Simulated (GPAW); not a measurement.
Crystal: MoSe2.

```
CELL_PARAMETERS angstrom
3.28800 0.00000 0.00000
-1.64400 2.84749 0.00000
0.00000 0.00000 12.90000
ATOMIC_POSITIONS crystal
Mo 0.66667 0.33333 0.75000
Mo 0.33333 0.66667 0.25000
Se 0.66667 0.33333 0.37500
Se 0.33333 0.66667 0.87500
Se 0.33333 0.66667 0.62500
Se 0.66667 0.33333 0.12500
```

* Program: GPAW 26.7.0
* Task: relaxation of cell and atoms
* Functional: PBE
* Dispersion: D3
* Potentials or basis: GPAW PAW data sets (gpaw-data 1.2.1)
* Cutoff: 600 eV
* Basis: pw
* k mesh: 6 × 6 × 2
* Occupations: fermi-dirac, width 0.05 eV
* Spin: no spin polarisation

At the start: pressure 5.3 GPa; volume 20.13 Å³/atom.

Where does the relaxation end?

Over 3 steps the energy falls by 21.0 meV/atom and the volume is 20.39 Å³/atom (+1.3 %); space group P6_3/mmc (No. 194, to 0.05 Å).

Step by step:
| step | energy change (eV) | largest force (eV/Å) | pressure (GPa) | volume (Å³) |
| --- | --- | --- | --- | --- |
| 1 | 0.0000 | 1.0852 | 5.32 | 120.78 |
| 2 | -0.0740 | 0.6862 | 3.26 | 121.36 |
| 3 | -0.1258 | 0.0478 | -0.02 | 122.33 |

Final structure:
```cif
data_structure
_symmetry_space_group_name_H-M 'P 1'
_symmetry_Int_Tables_number 1
_cell_length_a 3.2971
_cell_length_b 3.2971
_cell_length_c 12.9940
_cell_angle_alpha 90.000
_cell_angle_beta 90.000
_cell_angle_gamma 120.000
_cell_volume 122.33
loop_
_atom_site_label
_atom_site_type_symbol
_atom_site_fract_x
_atom_site_fract_y
_atom_site_fract_z
_atom_site_occupancy
Mo1 Mo 0.66667 0.33333 0.75000 1
Mo2 Mo 0.33333 0.66667 0.25000 1
Se1 Se 0.66667 0.33333 0.37827 1
Se2 Se 0.33333 0.66667 0.87827 1
Se3 Se 0.33333 0.66667 0.62173 1
Se4 Se 0.66667 0.33333 0.12173 1
```

Caveat: the k mesh is coarse; later steps reuse the first step's grids.
